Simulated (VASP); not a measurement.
**Ge: equation of state with LDA**

Ge:

```xyz
2
Lattice="1.4496 -2.5176 0.0000 1.4496 2.5176 0.0000 0.0000 0.0000 4.9218" Properties=species:S:1:pos:R:3 pbc="T T T"
Ge    1.4496    0.8392    1.2304
Ge    1.4496   -0.8392    3.6913
```

This isn't the form of Ge at room conditions, which is diamond.

| Item | Value |
| --- | --- |
| Program | VASP 6.6.1 |
| Task | equation of state |
| Functional | LDA |
| Potentials or basis | VASP PAW LDA potentials, release 64 (Ge_d) |
| Cutoff | 520 eV |
| k mesh | 8 × 8 × 6 |
| Occupations | fermi-dirac, width 0.05 eV |
| Spin | no spin polarisation |

```yaml
Equilibrium_volume: 17.97 Å³/atom
Bulk_modulus_at_fixed_shape_and_positions: 83 GPa
Pressure_derivative_of_the_bulk_modulus: "4.3 (rough: it moves with the points fitted)"
```

Energy against volume, from the lowest point:
| volume (Å³/atom) | energy (meV/atom) |
| --- | --- |
| 17.244 | 8.10 |
| 17.603 | 1.98 |
| 17.962 | 0.00 |
| 18.322 | 1.76 |
| 18.681 | 6.87 |

All runs of the series together: 84 s on 1 thread of Intel(R) Xeon(R) Platinum 8488C (Sapphire Rapids) (shared host).

Caveat: the cell was scaled at fixed shape and fractional positions, which overstates the stiffness of a crystal with free parameters, most of all of layers and chains.
